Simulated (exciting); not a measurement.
A run of exciting (release sodium) is set up as follows.

File run_exciting.py:

```python
import subprocess
import xml.etree.ElementTree as ET
from ase.io import read
from ase.units import Bohr

atoms = read("POSCAR")
rmt = {'Ca': 2.2}  # bohr
tasks = """
<groundstate do="fromscratch" ngridk="9 9 9" rgkmax="7.5" gmaxvr="14" lmaxapw="10" lmaxmat="10" lmaxvr="8" xctype="LDA_XALPHA" stype="Fermi Dirac" swidth="0.00099958" nempty="8" ValenceRelativity="iora*" epsengy="1e-05" epspot="1e-05" maxscl="60" outputlevel="high"/>
<properties>
  <chargedensityplot>
    <plot3d>
      <box grid="20 20 20">
        <origin coord="0 0 0"/>
        <point coord="1 0 0"/>
        <point coord="0 1 0"/>
        <point coord="0 0 1"/>
      </box>
    </plot3d>
  </chargedensityplot>
  <elfplot>
    <plot3d>
      <box grid="20 20 20">
        <origin coord="0 0 0"/>
        <point coord="1 0 0"/>
        <point coord="0 1 0"/>
        <point coord="0 0 1"/>
      </box>
    </plot3d>
  </elfplot>
  <exccplot>
    <plot3d>
      <box grid="20 20 20">
        <origin coord="0 0 0"/>
        <point coord="1 0 0"/>
        <point coord="0 1 0"/>
        <point coord="0 0 1"/>
      </box>
    </plot3d>
  </exccplot>
</properties>
"""

root = ET.Element("input")
ET.SubElement(root, "title").text = "Ca"
structure = ET.SubElement(root, "structure", speciespath="./", tshift="false")
crystal = ET.SubElement(structure, "crystal", scale="1.0")
for vector in atoms.cell / Bohr:
    ET.SubElement(crystal, "basevect").text = " ".join(f"{x:.12f}" for x in vector)
symbols = atoms.get_chemical_symbols()
for element in dict.fromkeys(symbols):
    species = ET.SubElement(structure, "species", speciesfile=element + ".xml", rmt=str(rmt[element]))
    for symbol, position in zip(symbols, atoms.get_scaled_positions(wrap=False)):
        if symbol == element:
            ET.SubElement(species, "atom", coord=" ".join(f"{x:.12f}" for x in position))
root.extend(ET.fromstring("<tasks>" + tasks + "</tasks>"))
ET.indent(root)
ET.ElementTree(root).write("input.xml")
subprocess.run(["exciting_smp"], check=True)
```

File POSCAR:

```
Ca
1.0
   -2.2052049036      2.2052049036      2.1961148100
    2.2052049036     -2.2052049036      2.1961148100
    2.2052049036      2.2052049036     -2.1961148100
Ca
1
Direct
    0.5000000000      0.5000000000      0.0000000000
```

Potentials or basis: all-electron LAPW+lo, shipped species files, valence relativity iora*.

Run with:

```sh
$ OMP_NUM_THREADS=1 python run_exciting.py
```

(1) Estimate the band gap on the k mesh.

Answers

(1) none (metal or under the smearing width).
